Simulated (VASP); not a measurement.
# Ca (Fm-3m) in VASP: settings compared

Aim: see how the results for Ca move with the level of theory and the settings. Levels: HSE06, PBE0. Tasks: single point.

Everything below comes from runs of VASP 6.6.1. Logs are shortened: lines on timing, memory, paths and dates and some standing lists are left out, and cuts for length are marked.

### Step 1. The structure

Symmetry: Fm-3m, No. 225, cubic system. The conventional cell has a = 5.529 Å, b = 5.529 Å, c = 5.529 Å, α = 90.00°, β = 90.00°, γ = 90.00°. Ca (site symmetry m-3m) has 12 Ca at 3.91 Å as nearest neighbours.

### Step 2. Single point, HSE06

File POSCAR:

```
Ca                                      
1.0
   -0.0000000000      2.7643065914      2.7643065914
    2.7643065914     -0.0000000000      2.7643065914
    2.7643065914      2.7643065914      0.0000000000
  Ca            
     1
Direct
     0.0000000000000000    0.0000000000000000    0.0000000000000000
```

File INCAR.step1:

```
PREC = Accurate
ENCUT = 450
EDIFF = 1E-5
ISMEAR = 1
SIGMA = 0.1
LREAL = False
LASPH = True
NELM = 120
ALGO = Normal
ISIF = 2
LWAVE = True
KPAR = 4
GGA = PE
```

File INCAR.step2:

```
PREC = Accurate
ENCUT = 450
EDIFF = 1E-6
ISMEAR = 1
SIGMA = 0.1
LREAL = False
LASPH = True
NELM = 120
ALGO = Normal
ISIF = 2
LWAVE = False
LCHARG = False
GGA = PE
LHFCALC = True
HFSCREEN = 0.2
PRECFOCK = Fast
KPAR = 4
ISTART = 1
```

File KPOINTS:

```
Automatic mesh
0
Gamma
  7 7 7
```

Potentials or basis: VASP PAW PBE potentials, release 64 (Ca_sv).

Run with:

```
> cat potpaw_PBE.64/Ca_sv/POTCAR > POTCAR
> cp INCAR.step1 INCAR
> mpirun -np 4 vasp_std > vasp.out
> cp INCAR.step2 INCAR
> mpirun -np 4 vasp_std > vasp.out
```

OUTCAR:

```text
PREC = Accurate
   ENCUT = 450
   EDIFF = 1E-6
   ISMEAR = 1
   LREAL = False
   LASPH = True
   NELM = 120
   ISIF = 2
   GGA = PE
   LHFCALC = True
   HFSCREEN = 0.2
   PRECFOCK = Fast
   ISTART = 1

 ion  position               nearest neighbor table
   1  0.000  0.000  0.000-

  LATTYP: Found a face centered cubic cell.
 ALAT       =     5.5286131828

  Lattice vectors:

 A1 = (   0.0000000000,   2.7643065914,   2.7643065914)
 A2 = (   2.7643065914,   0.0000000000,   2.7643065914)
 A3 = (   2.7643065914,   2.7643065914,   0.0000000000)

Analysis of symmetry for initial positions (statically):
=====================================================================
 Subroutine PRICEL returns:
 Original cell was already a primitive cell.

 Routine SETGRP: Setting up the symmetry group for a
 face centered cubic supercell.

 Subroutine GETGRP returns: Found 48 space group operations
 (whereof 48 operations were pure point group operations)
 out of a pool of 48 trial point group operations.

The static configuration has the point symmetry O_h .

Analysis of symmetry for dynamics (positions and initial velocities):
=====================================================================
 Subroutine PRICEL returns:
 Original cell was already a primitive cell.

 Routine SETGRP: Setting up the symmetry group for a
 face centered cubic supercell.

 Subroutine GETGRP returns: Found 48 space group operations
 (whereof 48 operations were pure point group operations)
 out of a pool of 48 trial point group operations.

The dynamic configuration has the point symmetry O_h .

 Subroutine INISYM returns: Found 48 space group operations
 (whereof 48 operations are pure point group operations),
 and found     1 'primitive' translations

----------------------------------------------------------------------------------------

                                     Primitive cell

  volume of cell :      42.2463

  direct lattice vectors                    reciprocal lattice vectors
     0.000000000  2.764306591  2.764306591    -0.180877187  0.180877187  0.180877187
     2.764306591  0.000000000  2.764306591     0.180877187 -0.180877187  0.180877187
     2.764306591  2.764306591  0.000000000     0.180877187  0.180877187 -0.180877187

  length of vectors
     3.909319872  3.909319872  3.909319872     0.313288478  0.313288478  0.313288478

  position of ions in fractional coordinates (direct lattice)
     0.000000000  0.000000000  0.000000000

  ion indices of the primitive-cell ions
   primitive index   ion index
                 1           1

----------------------------------------------------------------------------------------

 KPOINTS: Automatic mesh

Automatic generation of k-mesh.
 Grid dimensions read from file:
 generate k-points for:    7    7    7

 Generating k-lattice:

  Cartesian coordinates                     Fractional coordinates (reciprocal lattice)
    -0.025839598  0.025839598  0.025839598     0.142857143  0.000000000  0.000000000
     0.025839598 -0.025839598  0.025839598     0.000000000  0.142857143  0.000000000
     0.025839598  0.025839598 -0.025839598     0.000000000  0.000000000  0.142857143

  Length of vectors
     0.044755497  0.044755497  0.044755497

  Shift w.r.t. Gamma in fractional coordinates (k-lattice)
     0.000000000  0.000000000  0.000000000

 Subroutine IBZKPT returns following result:
 ===========================================

 Found     20 irreducible k-points:

 Following reciprocal coordinates:
            Coordinates               Weight
  0.000000  0.000000  0.000000      1.000000
  0.142857  0.000000  0.000000      8.000000
  0.285714  0.000000  0.000000      8.000000
  0.428571  0.000000  0.000000      8.000000
  0.142857  0.142857  0.000000      6.000000
  0.285714  0.142857  0.000000     24.000000
[... 12 lines left out ...]
 -0.428571  0.428571  0.142857     24.000000
 -0.285714  0.428571  0.142857     24.000000
   k-points           NKPTS =     20   k-points in BZ     NKDIM =    343   number of bands    NBANDS=      9
   number of dos      NEDOS =    301   number of ions     NIONS =      1
   total plane-waves  NPLWV =  21952
   dimension x,y,z NGX =    28 NGY =   28 NGZ =   28
   dimension x,y,z NGXF=    56 NGYF=   56 NGZF=   56
   ions per type =               1
   NGX,Y,Z   is equivalent  to a cutoff of  11.91, 11.91, 11.91 a.u.
   NGXF,Y,Z  is equivalent  to a cutoff of  23.81, 23.81, 23.81 a.u.
 SYSTEM =  unknown system
   PREC   = accura    normal or accurate (medium, high low for compatibility)
   ISTART =      1    job   : 0-new  1-cont  2-samecut
   ICHARG =      0    charge: 1-file 2-atom 10-const
   ISPIN  =      1    spin polarized calculation?
   LNONCOLLINEAR =      F non collinear calculations
   LSORBIT =      F    spin-orbit coupling
   LASPH  =      T    aspherical Exc in radial PAW
   ENCUT  =  450.0 eV  33.07 Ry    5.75 a.u.   6.76  6.76  6.76*2*pi/ulx,y,z
   NELM   =    120;   NELMIN=  2; NELMDL=  0     # of ELM steps
   EDIFF  = 0.1E-05   stopping-criterion for ELM
   LREAL  =      F    real-space projection
   EDIFFG = 0.1E-04   stopping-criterion for IOM
   NSW    =      0    number of steps for IOM
   IBRION =     -1    ionic relax: 0-MD 1-quasi-New 2-CG
   NFREE  =      0    steps in history (QN), initial steepest desc. (CG)
   ISIF   =      2    stress and relaxation
   ISYM   =      3    0-nonsym 1-usesym 2-fastsym
   POTIM  = 0.5000    time-step for ionic-motion
   TEBEG  =    0.0;   TEEND  =   0.0 temperature during run
   PSTRESS=    0.0 pullay stress
   NELECT =      10.0000    total number of electrons
   NUPDOWN=      -1.0000    fix difference up-down
   EMIN   =  10.00;   EMAX   =-10.00  energy-range for DOS
   EFERMI =   0.00;   METHOD = LEGACY
   ISMEAR =     1;   SIGMA  =   0.10  broadening in eV -4-tet -1-fermi 0-gaus
   EFERMI_NEDOS =   21; number of points for ismear=-14 and -15
   IALGO  =     38    algorithm
   IMIX   =      1    mixing-type and parameters
     AMIX     =   0.40;   BMIX     =  1.00
     AMIX_MAG =   1.60;   BMIX_MAG =  1.00
  volume/ion in A,a.u.               =      42.25       285.09
  Fermi-wavevector in a.u.,A,eV,Ry     =   1.012695  1.913716 13.953468  1.025551
  Thomas-Fermi vector in A             =   2.145820
   LORBIT       =      0    0 simple, 1 ext, 2 COOP (PROOUT), +10 PAW based schemes
   GGA     = PE    functional components
   LHFCALC =     T    Hartree Fock is set to
   PRECFOCK=fast      Normal, Fast or Accurate (Low or Medium for compatibility)
   ENCUT4O =  -1.0   cutoff for four orbital integrals eV
   NKREDX  =     1    reduce k-point grid by
   NKREDY  =     1    reduce k-point grid by
   NKREDZ  =     1    reduce k-point grid by
   AEXX    =    0.2500 exact exchange contribution
   HFSCREEN=    0.2000 screening length (either q_TF or 0.3 A-1)
   HFSCREENC=   0.2000 screening length for correlation (either q_TF or 0.3 A-1)
   ENCUTFOCK=  -1.0 apply spherical cutoff to Coloumb kernel
   IVDW    =     0    specifies the selected vdW correction
   LEPSILON=     F    determine dielectric tensor
   LRPA    =     F    only Hartree local field effects (RPA)
 non-spin polarized calculation
 Methfessel and Paxton  Order N= 1 SIGMA  =   0.10
  energy-cutoff  :      450.00
  volume of cell :       42.25
 maximum number of plane-waves:       941
  NGX = 16; NGY = 16; NGZ = 16

 number of electron       9.9999999 magnetization

 Free energy of the ion-electron system (eV)
  ---------------------------------------------------
  ext. energy  EPLUGINS =         0.00000000
  ---------------------------------------------------
  free energy    TOTEN  =        -1.83871769 eV

  energy without entropy =       -1.83984689  energy(sigma->0) =       -1.83909409

 E-fermi :   1.9555     XC(G=0):  -6.4991

 val. band max:        1.8843666160   @ k =  -0.4286   0.1429   0.0000
 cond. band min:       2.2163775583   @ k =  -0.2857   0.4286   0.1429
 fundamental gap:      0.3320109423
 Fermi energy:         1.9554766263

 k-point     1 :       0.0000    0.0000    0.0000
  band No.  band energies     occupation
      1     -43.6909      2.00000
      2     -23.1088      2.00000
      3     -23.1088      2.00000
      4     -23.1088      2.00000
      5      -2.8598      2.00000
      6       5.2564      0.00000
      7       5.2564      0.00000
      8       5.2564      0.00000
      9       6.4845      0.00000

 k-point     2 :       0.1429    0.0000    0.0000
  band No.  band energies     occupation
      1     -43.6882      2.00000
      2     -23.1372      2.00000
      3     -23.1125      2.00000
      4     -23.1125      2.00000
      5      -2.4556      2.00000
      6       4.7966      0.00000
      7       5.3741      0.00000
      8       5.3741      0.00000
      9       6.3756      0.00000

 k-point     3 :       0.2857    0.0000    0.0000
  band No.  band energies     occupation
      1     -43.6822      2.00000
      2     -23.1997      2.00000
      3     -23.1207      2.00000
      4     -23.1207      2.00000
      5      -1.3097      2.00000
      6       3.7308     -0.00000
      7       5.3388      0.00000
      8       5.3388      0.00000
      9       6.5943      0.00000

 k-point     4 :       0.4286    0.0000    0.0000
  band No.  band energies     occupation
      1     -43.6775      2.00000
      2     -23.2485      2.00000
      3     -23.1273      2.00000
      4     -23.1273      2.00000
      5       0.3477      2.00000
      6       2.2614     -0.00013
      7       5.1225      0.00000
      8       5.1225      0.00000
      9       7.1673      0.00000
[... 157 lines left out ...]
 k-point    18 :      -0.4286    0.2857    0.1429
  band No.  band energies     occupation
      1     -43.6746      2.00000
      2     -23.2261      2.00000
      3     -23.1713      2.00000
      4     -23.1420      2.00000
      5       1.1597      2.00000
      6       2.6965     -0.00000
      7       3.9399     -0.00000
      8       5.6038      0.00000
      9       6.8756      0.00000

 k-point    19 :      -0.4286    0.4286    0.1429
  band No.  band energies     occupation
      1     -43.6732      2.00000
      2     -23.2262      2.00000
      3     -23.1733      2.00000
      4     -23.1576      2.00000
      5       1.4975      2.00000
      6       3.1791     -0.00000
      7       3.3171     -0.00000
      8       5.9859      0.00000
      9       7.1445      0.00000

 k-point    20 :      -0.2857    0.4286    0.1429
  band No.  band energies     occupation
      1     -43.6728      2.00000
      2     -23.2076      2.00000
      3     -23.1998      2.00000
      4     -23.1554      2.00000
      5       2.2164     -0.00140
      6       2.9430     -0.00000
      7       3.0422     -0.00000
      8       5.4872      0.00000
      9       7.2434      0.00000

------------------------ aborting loop because EDIFF is reached ----------------------------------------

  FORCE on cell =-STRESS in cart. coord.  units (eV):
  Direction    XX          YY          ZZ          XY          YZ          ZX
  --------------------------------------------------------------------------------------
  -------------------------------------------------------------------------------------
  Total        0.1781075      0.1781075      0.1781075      0.0000000     -0.0000000      0.0000000
  in kB        6.7546691      6.7546691      6.7546691      0.0000000     -0.0000000      0.0000000
  external PRESSURE =       6.7546691 kB  Pullay stress =       0.0000000 kB

 VOLUME and BASIS-vectors are now :
 -----------------------------------------------------------------------------
  energy-cutoff  :      450.00
  volume of cell :       42.25
      direct lattice vectors                 reciprocal lattice vectors
     0.000000000  2.764306591  2.764306591    -0.180877187  0.180877187  0.180877187
     2.764306591  0.000000000  2.764306591     0.180877187 -0.180877187  0.180877187
     2.764306591  2.764306591  0.000000000     0.180877187  0.180877187 -0.180877187

 POSITION                                       TOTAL-FORCE (eV/Angst)
 -----------------------------------------------------------------------------------
      0.00000      0.00000      0.00000         0.000000      0.000000      0.000000
 -----------------------------------------------------------------------------------
    total drift:                                0.000000     -0.000000      0.000000

  FREE ENERGIE OF THE ION-ELECTRON SYSTEM (eV)
  ---------------------------------------------------
  free  energy   TOTEN  =        -1.8387176900 eV

  energy  without entropy=       -1.8398468894  energy(sigma->0) =       -1.83909409
```

Wall time 96 s (4 MPI ranks of Intel Xeon Platinum 8375C at 2.90GHz (Ice Lake), shared host); peak memory 0.25 GiB.

What came out:

- Free energy: -1.8387 eV
- Pressure: 0.7 GPa
- Band gap on the k mesh: none (metal or under the smearing width)

Levels at points of the mesh, in eV from the Fermi level:
```tsv
k point	band 2	band 3	band 4	band 5	band 6	band 7	band 8	band 9
(0.00, 0.00, 0.00)	-25.06	-25.06	-25.06	-4.82	3.30	3.30	3.30	4.53
```

Caveat: the PAW data sets were made with another functional, which shifts forces and pressure a little.

### Step 3. Single point, PBE0

POSCAR is that of step 2.

INCAR.step1 is that of step 2.

INCAR.step2: that of step 2 with these lines changed.

```diff
@@ -14,4 +14,5 @@
 LHFCALC = True
-HFSCREEN = 0.2
+AEXX = 0.25
 PRECFOCK = Fast
+HFRCUT = -1
 KPAR = 4
```

KPOINTS is that of step 2.

Potentials or basis: VASP PAW PBE potentials, release 64 (Ca_sv).

Run with:

```
> cat potpaw_PBE.64/Ca_sv/POTCAR > POTCAR
> cp INCAR.step1 INCAR
> mpirun -np 4 vasp_std > vasp.out
> cp INCAR.step2 INCAR
> mpirun -np 4 vasp_std > vasp.out
```

It took 84 s on 4 MPI ranks of Intel Xeon Platinum 8375C at 2.90GHz (Ice Lake), shared host; peak memory 0.16 GiB.

It converged, with:

```
Free energy            : -1.8323 eV
Pressure               : 0.6 GPa
Band gap on the k mesh : none (metal or under the smearing width)
```

Levels at points of the mesh, in eV from the Fermi level:
```
           k point  band 2  band 3  band 4  band 5  band 6  band 7  band 8  band 9
(0.00, 0.00, 0.00)  -25.28  -25.28  -25.28   -5.19    3.87    3.87    3.87    5.10
```

Caveat: the PAW data sets were made with another functional, which shifts forces and pressure a little.
